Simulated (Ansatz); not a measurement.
**Cohesive energy of boron across functionals**

Ansatz, plane waves with scalar-relativistic PAW, 420 eV (500 eV for the SCAN forms).

The free atom is spin-polarised, without symmetry, in a box of 14 × 14.4 × 14.8 Å, in the lowest state that the tried spin starts reached (hybrids start from one state alone); no zero-point energy, no spin-orbit coupling, no dispersion.

The hybrid is evaluated at the semilocal geometry on a coarser k-mesh, and its energy is corrected by the semilocal functional's change from that mesh to the dense one.

```json
{"functional": "LDA", "cohesive energy (eV/atom)": "7.15", "atom's moment (μB)": "1.0", "bound form": "alpha-rhombohedral (B12)"}
{"functional": "PBEsol", "cohesive energy (eV/atom)": "6.68", "atom's moment (μB)": "1.0", "bound form": "alpha-rhombohedral (B12)"}
{"functional": "PBE", "cohesive energy (eV/atom)": "6.25", "atom's moment (μB)": "1.0", "bound form": "alpha-rhombohedral (B12)"}
{"functional": "HSE06", "cohesive energy (eV/atom)": "6.21", "atom's moment (μB)": "1.0", "bound form": "alpha-rhombohedral (B12)"}
{"functional": "PBE0", "cohesive energy (eV/atom)": "6.21", "atom's moment (μB)": "1.0", "bound form": "alpha-rhombohedral (B12)"}
{"functional": "r²SCAN", "cohesive energy (eV/atom)": "6.19", "atom's moment (μB)": "1.0", "bound form": "alpha-rhombohedral (B12)"}
{"functional": "r²SCANh", "cohesive energy (eV/atom)": "6.16", "atom's moment (μB)": "1.0", "bound form": "alpha-rhombohedral (B12)"}
{"functional": "r²SCAN0", "cohesive energy (eV/atom)": "6.12", "atom's moment (μB)": "1.0", "bound form": "alpha-rhombohedral (B12)"}
{"functional": "revPBE", "cohesive energy (eV/atom)": "5.88", "atom's moment (μB)": "1.0", "bound form": "alpha-rhombohedral (B12)"}
{"functional": "RPBE", "cohesive energy (eV/atom)": "5.83", "atom's moment (μB)": "1.0", "bound form": "alpha-rhombohedral (B12)"}
{"functional": "BLYP", "cohesive energy (eV/atom)": "5.49", "atom's moment (μB)": "1.0", "bound form": "alpha-rhombohedral (B12)"}
```

LDA binds most and BLYP least.
